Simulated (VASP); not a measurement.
Write the native input for VASP 6.6.1 that does the following.

```
Task                   : single point
Functional             : PBE
Potentials or basis    : VASP PAW PBE potentials, release 64 (Re)
Cutoff                 : 520 eV
k mesh                 : 6 × 6 × 1
Occupations            : gaussian, width 0.1 eV
Spin                   : no spin polarisation
Dipole correction      : yes
Further INCAR settings : ALGO = Fast; EDIFF = 1e-07; NBANDS = 14
```

The structure of Re lies in POSCAR:

```
Re
1.0
    2.5162680000      0.0000000000      0.0000000000
   -1.2581340000      2.1791520000      0.0000000000
    0.0000000000      0.0000000000     18.0000000000
Re
2
Direct
    0.0000000000      0.0000000000      0.3968735500
    0.0000000000      0.0000000000      0.6031264500
```

The cell was built by a generator and needn't be a form met in nature.

These files were run (other wordings do the same):

INCAR

```
SYSTEM = Re
PREC = Accurate ; ENCUT = 520
EDIFF = 1E-7 ; ISMEAR = 0
SIGMA = 0.1 ; LREAL = .FALSE.
LASPH = .TRUE. ; NELM = 100
ALGO = Fast ; ISIF = 2
LWAVE = .FALSE. ; LCHARG = .TRUE.
LDIPOL = .TRUE. ; IDIPOL = 3
DIPOL = 0.5 0.5 0.500 ; GGA = PE
LELF = .TRUE. ; LVHAR = .TRUE.
LVACPOTAV = .TRUE. ; NBANDS = 14
```

KPOINTS

```
Automatic mesh
0
G
  6 6 1
  0 0 0
```

Potentials or basis: VASP PAW PBE potentials, release 64 (Re).

Launch:

```sh
$ cat potpaw_PBE.64/Re/POTCAR > POTCAR
$ mpirun -np 1 vasp_std > vasp.out
```

Results of the run:

The largest force is 0.951 eV/Å and the band gap on the k mesh is none (metal or under the smearing width). The work function of the upper face is 5.71 eV. The work function of the lower face is 5.71 eV.

Caveat: the k mesh is coarse (spacing up to 0.48 Å⁻¹), so the values aren't converged.

It took 22 s on 1 thread of Intel(R) Xeon(R) Platinum 8488C (Sapphire Rapids), with other jobs on the host, peak memory 0.21 GiB.
